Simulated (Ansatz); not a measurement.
CdSe (zincblende), relaxed with r2SCAN in Ansatz: space group F-43m (No. 216), cubic; a = 6.136 Å in the conventional setting, 28.87 Å³ an atom. Cd is surrounded by 4 Se at 2.66 Å; Se is surrounded by 4 Cd at 2.66 Å. It was then strained (epitaxial in the plane normal to [111]), atoms relaxed again within the symmetry left. Unstrained, HSE06 gives 1.483 eV (Γ, 6×6×6 mesh), and the band edges keep their places in every row. The normal direction was relaxed to zero stress. Only one sign of strain is shown, since it lowers the symmetry, and equivalent edge states can then move with another slope on the other side. Stress is positive in compression. Calculated for a static, non-magnetic cell.

Axes as in this cell:
```yaml
crystal:
  lattice:
    - [0.00000, 3.06778, 3.06778]
    - [3.06778, 0.00000, 3.06778]
    - [3.06778, 3.06778, 0.00000]
  atoms:
    - { symbol: Cd, position: [0.00000, 0.00000, 0.00000] }
    - { symbol: Se, position: [0.25000, 0.25000, 0.25000] }
```

```tsv
strain (%)	ε	ΔE_g, HSE06 (eV)	Δin-plane stress (σ_xx − σ_xy), r2SCAN (GPa)
-4.0	-0.0400	-0.111	+3.57
-3.46	-0.0346	-0.083	+3.06
-0.48	-0.0048	0.000	+0.43
```

**Question.** Fit ΔE_g = a x + b x² to these rows by least squares, with x = ε.

**Answer.** The normal equations take Σx² = 2.820e-03, Σx³ = -1.055e-04, Σx⁴ = 3.994e-06, ΣxΔE = 7.312e-03 and Σx²ΔE = -2.770e-04, and give a = -0.22 eV, b = -75.1 eV; the largest residual is 0.001 eV.

**Question.** Fit the change of in-plane stress (σ_xx − σ_xy) in the same way.

**Answer.** Δin-plane stress (σ_xx − σ_xy) = -86.8 x + (56) x² GPa. The slope, 87 GPa, is the biaxial modulus of the film.

**Question.** Predict the withheld row at -2.15 % (x = -0.0215).

**Answer.** ΔE_g ≈ -0.22 × (-0.0215) + (-75.1) × (-0.0215)² = -0.030 eV, and Δin-plane stress (σ_xx − σ_xy) ≈ +1.89 GPa. The runs give -0.031 eV and +1.87 GPa, off by -0.001 eV and -0.02 GPa.

Spin-orbit coupling is left out.
